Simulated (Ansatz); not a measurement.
## One structure, 4 elements: KF, KCl, KBr, KI

Plane-wave DFT in Ansatz with scalar-relativistic PAW potentials, cutoff 420 eV, Γ-centred meshes chosen by cell and gap, Gaussian smearing with energies taken to zero width. Every cell was relaxed (cell and atoms) in a run of its own, within the symmetry of its start. Functional: PBE.

All members share space group Fm-3m and the same sites; only the element on one set of sites changes (F, Cl, Br, I). Members needn't be the stable form of their composition. Energies over the elements, where given, are against the elements' standard states in the same functional (H₂, N₂, O₂ and halogens uncorrected, Hg as a solid). The first member:

Space group Fm-3m (No. 225). a = 5.421 Å, b = 5.421 Å, c = 5.421 Å, α = 90.00°, β = 90.00°, γ = 90.00°
| atom | site | symmetry | x | y | z |
| --- | --- | --- | --- | --- | --- |
| K | 4a | m-3m | 0.0000 | 0.0000 | 0.0000 |
| F | 4b | m-3m | 0.5000 | 0.0000 | 0.0000 |

```csv
compound,V (Å³/atom),a (Å),gap on mesh (eV),energy over elements (eV/atom)
KF,19.91,5.421,5.96,-2.713
KBr,37.59,6.700,4.32,-1.769
KI,46.23,7.178,3.86,-1.503
```

Predict the member with Cl.

V (Å³/atom) 32.43, a (Å) 6.378, gap on mesh (eV) 5.05, energy over elements (eV/atom) -1.999. Interpolating linearly in period between F and Br would give 28.75 Å³/atom (11.3 % too small) and a gap of 5.14 eV, with -2.241 eV/atom over the elements. Over the whole series the volume grows at each step down the group; the gap narrows; binding against the elements weakens. The p levels of the anion rise down the group and lift the valence band, the usual cause of such narrowing. Less electronegative, larger anions gain less from charge transfer and lattice energy, in line with the weaker binding.

Spin-orbit coupling is left out, which matters for the bands of heavy elements.